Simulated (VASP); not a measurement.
A run of VASP 6.6.1:

The input INCAR:

```
PREC = Accurate
ENCUT = 600
EDIFF = 1E-6
ISMEAR = 0
SIGMA = 0.03
LREAL = F
LASPH = T
NELM = 80
ALGO = Normal
ISIF = 3
LWAVE = F
LCHARG = F
GGA = PE
IBRION = 2
NSW = 90
EDIFFG = -0.01
PSTRESS = 176.0
```

KPOINTS

```
Automatic mesh
0
Gamma
  8 8 8
```

POSCAR

```
TePb
1.0
    4.0022870000      0.0000000000      0.0000000000
    0.0000000000      4.0022870000      0.0000000000
    0.0000000000      0.0000000000      4.0022870000
Te Pb
1 1
Direct
    0.5000000000      0.5000000000      0.5000000000
    0.0000000000      0.0000000000      0.0000000000
```

Potentials or basis: VASP PAW PBE potentials, release 64 (Te, Pb_d).

Launch:

```bash
$ cat potpaw_PBE.64/Te/POTCAR potpaw_PBE.64/Pb_d/POTCAR > POTCAR
$ mpirun -np 1 vasp_std > vasp.out
```

Hardware: 1 thread of Intel(R) Xeon(R) 6975P-C (Granite Rapids), with other jobs on the host.

**Question.** How long does it take, and how much memory?

**Answer.** It took 38 s on 1 thread of Intel(R) Xeon(R) 6975P-C (Granite Rapids) (shared host), peak memory 0.21 GiB. Counts: scf iterations 49, k points 35, ion steps 5.
